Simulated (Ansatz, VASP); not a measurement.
**SiC (Moissanite 3C) in two plane-wave programs**

Wanted: the spread between two codes on one cell, functional and k mesh. The cell is a member of a volume series, scaled by 1.015 from a relaxed one, so a pressure remains. Other levels of theory on this material are compared in a session of their own.

Program: Ansatz 0.2.0. Level of theory: plane waves, with VASP 6.6.1 beside it; single point at r2SCAN. Results are calculated unless marked as measured.

**1. Set-up**

It takes space group F-43m (No. 216, cubic). The conventional cell has a = 4.376 Å, b = 4.376 Å, c = 4.376 Å, α = 90.00°, β = 90.00°, γ = 90.00°. Nearest to Si lie 4 C at 1.89 Å. Nearest to C lie 4 Si at 1.89 Å. Farther neighbours are not listed.

Coordinates:

```
Si C
1.0
     0.00000    2.18815    2.18815
     2.18815    0.00000    2.18815
     2.18815    2.18815    0.00000
Si C
1 1
Cartesian
  0.0000 0.0000 0.0000
  3.2822 3.2822 3.2822
```

**2. VASP: single point, r2SCAN, volume scaled by 1.015**

With cell and atoms fixed, the geometry can't cause a difference; cores, projectors, grids and the points listed under the comparison can.

Lines of VASP's logs that name or quote its potential files are left out, and so is its time.

The input asks for a relaxation, which ended at its first step since no free force or stress exceeded the threshold; so it serves as a single point.

File INCAR:

```
SYSTEM = SiC
PREC = Accurate
ENCUT = 560
EDIFF = 1E-06
NELM = 100
ISMEAR = 0
SIGMA = 0.03
LREAL = .FALSE.
ALGO = Normal
METAGGA = R2SCAN
LASPH = .TRUE.
NBANDS = 10
LORBIT = 11
LWAVE = .FALSE.
LCHARG = .FALSE.
KPAR = 4
IBRION = 2
NSW = 30
ISIF = 4
EDIFFG = -0.01
```

File POSCAR:

```
SiC
1.0
    0.0000000000      2.1881502602      2.1881502602
    2.1881502602      0.0000000000      2.1881502602
    2.1881502602      2.1881502602      0.0000000000
Si C
1 1
Direct
    0.0000000000      0.0000000000      0.0000000000
    0.7500000000      0.7500000000      0.7500000000
```

File KPOINTS:

```
Automatic mesh
0
Gamma
8 8 8
0 0 0
```

The projector-augmented-wave data sets are Si and C (PBE family, release 64).

Launch:

```bash
mpirun -np 4 vasp_std
```

Numbers of over 12 decimals in the logs are rounded to 6 here.

The log of the run:

```text
[banner, memory and clock lines left out]
running    4 mpi-ranks, on    1 nodes
 distrk:  each k-point on    1 cores,    4 groups
 distr:  one band on    1 cores,    1 groups

 POSCAR found type information on POSCAR SiC
 POSCAR found :  2 types and       2 ions
|                                                                             |
|               ----> ADVICE to this user running VASP <----                  |
|                                                                             |
|     You enforced a specific xc type in the INCAR file but a different       |
|     [... a line on the potential file left out ...]
|     I HOPE YOU KNOW WHAT YOU ARE DOING!                                     |
|                                                                             |

 LDA part: xc-table for (None), standard interpolation
 POSCAR, INCAR and KPOINTS ok, starting setup
 FFT: planning ... GRIDC
 FFT: planning ... GRID_SOFT
 FFT: planning ... GRID
 WAVECAR not read
 entering main loop
       N       E                     dE             d eps       ncg     rms          rms(c)
DAV:   1    -0.181728933149E+01   -0.18173E+01   -0.44842E+03   620   0.748E+02
DAV:   2    -0.217149555815E+02   -0.19898E+02   -0.18633E+02   756   0.115E+02
DAV:   3    -0.222968856791E+02   -0.58193E+00   -0.58074E+00   694   0.166E+01
DAV:   4    -0.222992247251E+02   -0.23390E-02   -0.23389E-02   654   0.128E+00
DAV:   5    -0.222992354720E+02   -0.10747E-04   -0.10746E-04   684   0.828E-02    0.905E+00
DAV:   6    -0.192822579002E+02    0.30170E+01   -0.52028E+00   642   0.116E+01    0.499E+00
DAV:   7    -0.193130775185E+02   -0.30820E-01   -0.48700E-01   732   0.437E+00    0.244E+00
DAV:   8    -0.193232517808E+02   -0.10174E-01   -0.20382E-02   604   0.122E+00    0.174E-01
DAV:   9    -0.193235710585E+02   -0.31928E-03   -0.32795E-04   776   0.183E-01    0.131E-01
DAV:  10    -0.193236582973E+02   -0.87239E-04   -0.74596E-05   604   0.871E-02    0.121E-02
DAV:  11    -0.193236573046E+02    0.99271E-06   -0.84789E-07   644   0.718E-03
   1 F= -.19323657E+02 E0= -.19323657E+02  d E =-.193237E+02
 curvature:   0.00 expect dE= 0.000E+00 dE for cont linesearch  0.000E+00
 trial: gam= 0.00000 g(F)=  0.533E-45 g(S)=  0.214E-33 ort = 0.000E+00 (trialstep = 0.100E+01)
 search vector abs. value=  0.100E-09
 reached required accuracy - stopping structural energy minimisation
```

Parts of OUTCAR (step 2):

```text
ion  position               nearest neighbor table
   1  0.000  0.000  0.000-   2 1.89   2 1.89   2 1.89   2 1.89
   2  0.750  0.750  0.750-   1 1.89   1 1.89   1 1.89   1 1.89

  LATTYP: Found a face centered cubic cell.
 ALAT       =     4.3763005204

 Subroutine GETGRP returns: Found 24 space group operations
 (whereof 24 operations were pure point group operations)

The static configuration has the point symmetry T_d .

 Found     29 irreducible k-points:

   k-points           NKPTS =     29   k-points in BZ     NKDIM =     29   number of bands    NBANDS=     10

   dimension x,y,z NGX =    24 NGY =   24 NGZ =   24
   dimension x,y,z NGXF=    48 NGYF=   48 NGZF=   48

   ENCUT  =  560.0 eV  41.16 Ry    6.42 a.u.   5.97  5.97  5.97*2*pi/ulx,y,z

   NELECT =       8.0000    total number of electrons

 k-points in reciprocal lattice and weights: Automatic mesh
   0.00000000  0.00000000  0.00000000       0.002
   0.12500000  0.00000000  0.00000000       0.016
   0.25000000  0.00000000  0.00000000       0.016
   0.37500000  0.00000000  0.00000000       0.016
   0.50000000  0.00000000  0.00000000       0.008
   0.12500000  0.12500000  0.00000000       0.012
   0.25000000  0.12500000  0.00000000       0.047
   0.37500000  0.12500000  0.00000000       0.047
   0.50000000  0.12500000  0.00000000       0.047
[...]
-0.37500000  0.50000000  0.12500000       0.023
  -0.25000000  0.50000000  0.25000000       0.012

 average (electrostatic) potential at core
       1 -83.5033       2 -46.8642

 E-fermi :   8.0749

 k-point     1 :       0.0000    0.0000    0.0000
  band No.  band energies     occupation
      1      -8.2370      2.00000
      2       7.8431      2.00000
      3       7.8431      2.00000
      4       7.8431      2.00000
      5      14.5185      0.00000
      6      15.5982      0.00000
      7      15.5982      0.00000
      8      15.5982      0.00000
      9      22.9742      0.00000
    ...

 k-point     2 :       0.1250    0.0000    0.0000
  band No.  band energies     occupation
      1      -7.9247      2.00000
      2       6.3022      2.00000
      3       7.6332      2.00000
      4       7.6332      2.00000
      5      14.7693      0.00000
      6      15.9698      0.00000
      7      15.9698      0.00000
      8      16.2054      0.00000
      9      21.7753      0.00000
    ...

 k-point     3 :       0.2500    0.0000    0.0000
  band No.  band energies     occupation
      1      -7.0142      2.00000
      2       3.3952      2.00000
      3       7.2088      2.00000
      4       7.2088      2.00000
      5      14.2819      0.00000
      6      16.2410      0.00000
      7      16.2410      0.00000
      8      17.8913      0.00000
      9      21.6302      0.00000
    ...

  Total       -0.4300813     -0.4300813     -0.4300813     -0.0000000     -0.0000000      0.0000000
  in kB      -32.8851443    -32.8851443    -32.8851443     -0.0000000     -0.0000000      0.0000000
  external PRESSURE =     -32.8851443 kB  Pullay stress =       0.0000000 kB

  energy-cutoff  :      560.00
  volume of cell :       20.95
      direct lattice vectors                 reciprocal lattice vectors
     0.000000000  2.188150260  2.188150260    -0.228503503  0.228503503  0.228503503
     2.188150260  0.000000000  2.188150260     0.228503503 -0.228503503  0.228503503
     2.188150260  2.188150260  0.000000000     0.228503503  0.228503503 -0.228503503

 POSITION                                       TOTAL-FORCE (eV/Angst)
 -----------------------------------------------------------------------------------
      0.00000      0.00000      0.00000         0.000000      0.000000      0.000000
      3.28223      3.28223      3.28223        -0.000000     -0.000000     -0.000000
 -----------------------------------------------------------------------------------
    total drift:                                0.000001      0.000001      0.000001

  FREE ENERGIE OF THE ION-ELECTRON SYSTEM (eV)
  ---------------------------------------------------
  free  energy   TOTEN  =       -19.3236573046 eV

  energy  without entropy=      -19.3236573046  energy(sigma->0) =      -19.32365730

 reached required accuracy - stopping structural energy minimisation

 total charge
# of ion       s       p       d       tot
------------------------------------------
    1        0.701   0.971   0.000   1.672
    2        0.848   1.702   0.000   2.549
--------------------------------------------------
tot          1.548   2.673   0.000   4.221

[... 3 further parts left out ...]
```

CONTCAR:

```
SiC
   1.00000000000000
     0.0000000000000000    2.1881502602000000    2.1881502602000000
     2.1881502602000000    0.0000000000000000    2.1881502602000000
     2.1881502602000000    2.1881502602000000    0.0000000000000000
  Si              C
     1     1
Direct
     0.0000000000000000    0.0000000000000000    0.0000000000000000
     0.7500000000000000    0.7500000000000000    0.7500000000000000
```

**3. Ansatz: single point, r2SCAN, volume scaled by 1.015**

Ansatz runs on its default PAW (the set named soft_2) files.

The same cell, functional, mesh and smearing now go to Ansatz, which takes its cutoff from its data sets.

File input.yaml:

```yaml
crystal:
  lattice:
    - [0.0, 2.18815026, 2.18815026]
    - [2.18815026, 0.0, 2.18815026]
    - [2.18815026, 2.18815026, 0.0]
  atoms:
    - { symbol: Si, position: [0.0, 0.0, 0.0] }
    - { symbol: C, position: [0.75, 0.75, 0.75] }
hamiltonian:
  xc: r2scan
  pseudopotentials: { kind: paw }
kpoints:
  mp_grid: { grid: [8, 8, 8] }
scf:
  occupations: { method: gaussian, width: 0.03 }
  n_extra_bands: 4
output:
  forces: true
  stress: true
  eigenvalues: true
```

Launch:

```bash
ansatz run input.yaml --threads 2 --pin off --max-ram 4608MiB --backend cpu --events-out ev --progress --plain --runs-dir out
```

The log of the run:

```text
scf.n_extra_bands = 4 over 4 filled bands (N_el = 8.0): the run solves 8 bands
Engine: ansatz 0.2.0, aarch64-unknown-linux-gnu
Pseudopotentials: kind: paw
Pseudopotential: Si, paw, valence charge 4, recommended cutoff 500 eV (meta_gga), Si.paw.azcp
Pseudopotential: C, paw, valence charge 4, recommended cutoff 500 eV (meta_gga), C.paw.azcp
Functional definition: r2SCAN
  parameter k0 = 0.174
  parameter k1 = 0.065
  parameter a1 = 4.9479
  exchange = r2scan_x(k0 = k0, k1 = k1, a1 = a1)
  correlation = r2scan_c
Crystal: 2 atoms, lattice volume = 20.954 Å³
Basis set: ecut = 500 eV, 531 PW (Γ), exchange–correlation on 96×96×96 points (64 copies of the dense FFT grid, shifted against one another)
Bands: 8, of which v1, the nominal top of the filled ones, is band 4 counted from 1 (3 counted from 0)
Symmetry: 24 space group operations
Space group: F-43m (ITA 216), of the structure as read, at distance tolerance 2.8e-5 Å
k-points: 29 of 512 (time reversal used)
Non-local potential: Si, projectors of the file, l = 0: 2, l = 1: 2, l = 2: 2
Non-local potential: C, projectors of the file, l = 0: 2, l = 1: 2, l = 2: 1
PAW form: soft (Blöchl's): semilocal exchange-correlation on the pseudo side does not see the compensation charge
PAW frozen core: Si, regenerated for the run's functional (the file was generated under x = pbe(κ = 0.804, μ = 0.219515), c = pbe(β = 0.066725))
PAW frozen core: C, regenerated for the run's functional (the file was generated under x = pbe(κ = 0.804, μ = 0.219515), c = pbe(β = 0.066725))
PAW one-centre angular grid: Si, 302 points (default); XC on 160 Gauss nodes
PAW one-centre angular grid: C, 302 points (default); XC on 239 of its mesh's 2573 points in the sphere
Initial density: superposition of atomic densities (neutral atoms: chi_scale 0, normalization atom), corrected by the library's trained network
Initial wavefunctions: pseudopotential atomic-orbital guess
Functional: x = r2scan, c = r2scan; τ floored in thin density (d = 2e-4 eV/Å³)
SCF iter   1: F=—  HF=-891.287312 eV  |F-HF|=—  |Δ(HF+E_count)|=         —  Δρ=5.83e-3  dr2=4.69e-3  dr2_τ=1.87e-1  ethr=1.77e-3  ⟨swp⟩=6.0  Hψ=1979  notcnv=0
preconditioner: auto → none  [insulator: Δε(μ)=1.669 eV  Ē_g=14.879 eV  σ=0.030 eV  W_gap=1.00  n_scr=0 (ndim 8)  ℏωp=22.9 eV  f_vac=0.000  D(μ)=0.00/eV (n_scr^D=0)  ε∞_Penn≈3.4]
SCF iter   2: F=—  HF=-891.330309 eV  |F-HF|=—  |Δ(HF+E_count)|=   4.30e-2  Δρ=3.95e-3  dr2=1.77e-3  dr2_τ=3.36e-5  ethr=5.86e-5  ⟨swp⟩=2.1  Hψ=699  notcnv=0
SCF iter   3: F=—  HF=-891.330261 eV  |F-HF|=—  |Δ(HF+E_count)|=   4.77e-5  Δρ=1.16e-3  dr2=2.45e-4  dr2_τ=4.76e-6  ethr=2.22e-5  ⟨swp⟩=2.4  Hψ=447  notcnv=0
SCF iter   4: F=—  HF=-891.330283 eV  |F-HF|=—  |Δ(HF+E_count)|=   2.12e-5  Δρ=1.46e-4  dr2=3.90e-6  dr2_τ=9.04e-7  ethr=3.06e-6  ⟨swp⟩=2.2  Hψ=333  notcnv=0
SCF iter   5: F=—  HF=-891.330281 eV  |F-HF|=—  |Δ(HF+E_count)|=   2.13e-6  Δρ=5.15e-5  dr2=3.99e-7  dr2_τ=2.48e-8  ethr=4.88e-8  ⟨swp⟩=2.2  Hψ=336  notcnv=0
SCF iter   6: F=-891.330281 eV  HF=-891.330281 eV  |F-HF|=4.41e-9  |Δ(HF+E_count)|=   8.38e-8  Δρ=2.12e-5  dr2=7.03e-8  dr2_τ=6.28e-10  ethr=1.25e-9  ⟨swp⟩=5.0  Hψ=1161  notcnv=0
SCF 1 converged in 6 iterations: F = -891.330281 eV  dr2 = 7.03e-8
  greatest PAW one-centre occupation: 0.657 electrons in one spin orbital (limit 2), on the C atom at site 1 (counted from 0), in its partial waves of l = 0
SCF converged after 6 iterations
Free energy (F): -891.330281 eV
Harris-Foulkes:  -891.330281 eV  (|F-HF|=4.41e-9)
Internal energy: -891.330281 eV  (E = F + TS)
E sigma→0 (E₀):  -891.330281 eV
Fermi energy:    10.066251 eV
--- Per-component energies (eV) ---
  E_band       = 24.481941
  E_kinetic    = 135.282132
  E_local      = -104.366564  (includes V_loc(G=0)·N_el)
  E_nonlocal   = 50.191023
  E_hartree    = 32.587203
  E_xc         = -101.100209
  E_vxc        = -118.283457  (∫ρ·V_xc dr)
  E_paw        = -620.229777  (= ΣΔE_a)
  E_vpaw       = -9.073609  (= ΣTr[D̂ρ^β])
  E_aug_tail   = 0.000008  (compensation charges beyond the density's cutoff)
  E_vtau       = 5.556426  (kinetic-family band-sum trace: ∫τ·v_τ [+ j·A + Jᵃ·Aᵃ] dr)
  E_ewald      = -283.592890
  E_core_change = -0.101207  (= ΣΔE_core)
  E_smearing   = -0.000000  (= −TS)
  E_closure    = 0.000000  (closes the sum)
  Σ components = -891.330281   (vs F -891.330281, Δ=0.00e0)
--- Forces (eV/Å), atoms counted from 1 ---
  atom   1  Si    -0.00000000     0.00000000     0.00000000
  atom   2  C      0.00000000     0.00000000    -0.00000000
  max |Σ_I F_I| component: 1.11e-16 eV/Å
--- Stress (GPa, compression-positive) ---
       -3.032288      -0.000000      -0.000000
       -0.000000      -3.032288       0.000000
        0.000000       0.000000      -3.032288
  P = ⅓ Tr σ = -3.0323 GPa (-30.323 kbar)
--- Band table (eV; the first three rows and the last of 29) ---
  k-point 0: bands = ["-6.8753", "9.2054", "9.2054", "9.2054", "15.8500", "16.9621", "16.9621", "16.9621"]
  k-point 1: bands = ["-6.5629", "7.6635", "8.9960", "8.9960", "16.1136", "17.3321", "17.3321", "17.5572"]
  k-point 2: bands = ["-5.6522", "4.7564", "8.5723", "8.5723", "15.6311", "17.5984", "17.5984", "19.2386"]
  k-point 28: bands = ["-1.6347", "1.9824", "4.0877", "4.4429", "14.9014", "19.2073", "19.2799", "19.5975"]
```

It took 1.8 s on 2 threads of Arm Neoverse N1, shared host; peak memory 0.3 GiB.

In the SCF lines HF is the Harris–Foulkes energy and dr2 the Hartree energy of the density residual, in eV; the loop may stop once dr2 is under the threshold and the program's other checks hold. Hψ counts applications of the Hamiltonian.

The run ends at a pressure of -3.03 GPa.

**4. Comparison**

Known differences besides the potentials themselves: VASP keeps PBE cores, Ansatz makes them for the functional; the cutoff is 500 eV in Ansatz and 560 eV in VASP. Total energies have different zeros and are not compared.

The two programs side by side:

| quantity | Ansatz | VASP | difference |
| --- | --- | --- | --- |
| pressure (GPa) | -3.03 | -3.29 | +0.26 |
| gap on the k mesh (eV) | 1.722 | 1.732 | -0.011 |

A gap on the mesh is an upper bound, since the band edges may lie between its points.

**5. What came out**

```json
{
  "difference in gap on the k mesh (single point, r2SCAN, volume scaled by 1.015)": "-0.011 eV"
}
```

In words: The difference in gap on the k mesh is -0.011 eV (single point, r2SCAN, volume scaled by 1.015), within the 0.08 eV picked in this series as the mark of a large difference. 4 further runs of this series are not shown here. Such differences can come from data sets, numerical settings and the points named under the comparisons, not from the functional's error against experiment.

[Lines on the potential files, build, host, timing and source positions are cut from VASP's logs without a mark.]

[Logs are printed without paths, hosts, clocks, repeated set-up lines and the standing remarks that a program may print on its own settings, such as how far it seeks lower states.]

[Hosts, paths, dates, database ids (printed as entryN), source tags and the programs' standing remarks are cut or masked in the printed files.]
